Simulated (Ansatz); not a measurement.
Bi in Ansatz: convergence with xc grid

Input of the first run (xc grid 1); the others differ in this setting and in those tied to it:

The input input.yaml:

```yaml
crystal:
  lattice:
    - [3.488598, -3.132578, 0.0]
    - [3.488598, 3.132578, 0.0]
    - [-1.260235, 0.0, 3.11355]
  atoms:
    - { symbol: Bi, position: [0.753061, 0.753061, 0.857382] }
    - { symbol: Bi, position: [0.246939, 0.246939, 0.142618] }
hamiltonian:
  xc: pbesol
  pseudopotentials: { kind: paw }
kpoints:
  mp_grid: { grid: [5, 5, 7] }
scf:
  occupations: { method: gaussian, width: 0.05 }
output:
  forces: true
  stress: true
  eigenvalues: true
basis:
  xc_grid: 1
```

Potentials or basis: Ansatz PAW.

The run is started by

```bash
$ ansatz run input.yaml --threads 2 --pin off --max-ram 5632MiB --backend cpu --events-out ev --progress --plain --runs-dir out
```

This isn't the form of Bi at room conditions, which is rhombohedral.

Hardware: 2 threads of Intel(R) Xeon(R) Platinum 8488C (Sapphire Rapids), on a shared host.

```csv
xc grid,"energy less the tightest run, at zero smearing (meV/atom)",SCF cycles,CPU time (s),peak memory (GiB)
1,0.00,6,2.1,0.41
2,0.00,6,2.2,0.4
3,0.00,6,2.3,0.43
4,0.00,6,2.4,0.47
5,0.00,6,2.7,0.54
```

Against the tightest run, the energy stays within 1 meV/atom from 1 on. The tightest run that finished is the yardstick and may itself not be fully converged.

Caveat, for the tightest run too: spin-orbit coupling is left out, which moves the levels of the heavy elements.
